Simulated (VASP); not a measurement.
## Ba under changes of volume

One of the cells (64.249 Å³/atom); the others are scaled copies at fixed shape and fractional positions:

```xyz
1
Lattice="-2.5231 2.5231 2.5231 2.5231 -2.5231 2.5231 2.5231 2.5231 -2.5231" Properties=species:S:1:pos:R:3 pbc="T T T"
Ba    0.0000    0.0000    0.0000
```

- Program: VASP 6.6.1
- Functional: PBE
- Potentials or basis: VASP PAW PBE potentials, release 64 (Ba_sv)
- Cutoff: 520 eV
- k mesh: 8 × 8 × 8
- Occupations: fermi-dirac, width 0.05 eV
- Spin: no spin polarisation

```tsv
volume (Å³/atom)	energy over the lowest point (meV/atom)	pressure (GPa)
59.209	7.26	0.7
60.469	2.96	0.4
61.729	?	?
64.249	0.00	-0.1
65.508	1.89	-0.3
66.768	5.02	-0.4
```

Task: What does the run at 61.729 Å³/atom give?

Result: Energy over the lowest point 0.41 meV/atom; pressure 0.2 GPa.

Worked out: A Birch-Murnaghan fit of order 3 (a polynomial in V^(-2/3)) to the other rows has its minimum at 63.15 Å³/atom with B0 = V·E''(V) = 9.3 GPa and B' = 3.3. It gives 0.41 meV/atom at 61.729 Å³/atom, against the run's 0.41, and -dE/dV = 0.2 GPa, against 0.2.

Energies are extrapolated to zero smearing.
